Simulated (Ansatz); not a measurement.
From the elastic tensor of GaN at 35 GPa (stress–strain coefficients) to moduli and sound speeds

Computed with Ansatz 0.2.0, DFT LDA, scalar-relativistic, plane waves, PAW. Settings: 420 eV plane-wave cutoff, Γ-centred 12×12×6 mesh, fixed occupations. No spin polarisation.

It takes space group P6_3mc (No. 186, hexagonal). Conventional cell: a = 3.016 Å, b = 3.016 Å, c = 4.925 Å, α = 90.00°, β = 90.00°, γ = 120.00°. Around Ga (site symmetry 3m) lie 4 N at 1.85 Å. N (site symmetry 3m) is surrounded by 4 Ga at 1.85 Å.

At this pressure the crystal is close to a known change of phase.

Relaxed-ion constants (GPa, on the Cartesian axes of the calculation):
C11 = 498.6, C12 = 285.6, C13 = 239.5, C22 = 498.6, C23 = 239.5, C33 = 565.5, C44 = 89.1, C55 = 89.1, C66 = 106.5 GPa; the others vanish.

Density 7.166 g/cm³; 4 atoms in 38.80 Å³.

The values that follow are for a polycrystal of randomly turned grains, by Hill's mean where one number stands.

* Bulk modulus, Voigt / Reuss / Hill: 343.5 / 343.4 / 343.5 GPa
* Shear modulus, Voigt / Reuss / Hill: 110.2 / 105.3 / 107.7 GPa
* Young's modulus: 293 GPa
* Poisson ratio: 0.358
* Pugh ratio B/G: 3.19
* Universal anisotropy index: 0.23
* Longitudinal and transverse sound speeds: 8245 and 3877 m/s
* Debye temperature from the mean sound speed: 609 K

Cost: 1 run of about 8.6 core-minutes, on Arm Neoverse V1 (shared hosts).

Compressed GaN resists a change of volume far more strongly than a change of shape: the bulk modulus is 343.5 GPa against a shear modulus of 107.7 GPa. In the open tetrahedral network, compression steepens the repulsion along the Ga–N bonds, while shear is taken up largely by bond bending, which gains little from shorter bonds. The external pressure also enters the stress–strain coefficients directly, raising C12 and C13 and lowering the shear constants, so their wide separation is not a measure of bonding alone. C33 exceeds C11, in keeping with the bonds that lie along the c axis, and the softest shear is C44, the sliding of basal planes over one another. The constants meet the elastic stability conditions for a hexagonal crystal, but this shows only resistance to small homogeneous strains; a reconstructive change to sixfold coordination can become favourable well before any shear constant vanishes. Nor does the high Pugh ratio establish ductility, since that rule was drawn from metals at ambient pressure and says nothing of dislocation mobility in a partly covalent nitride.
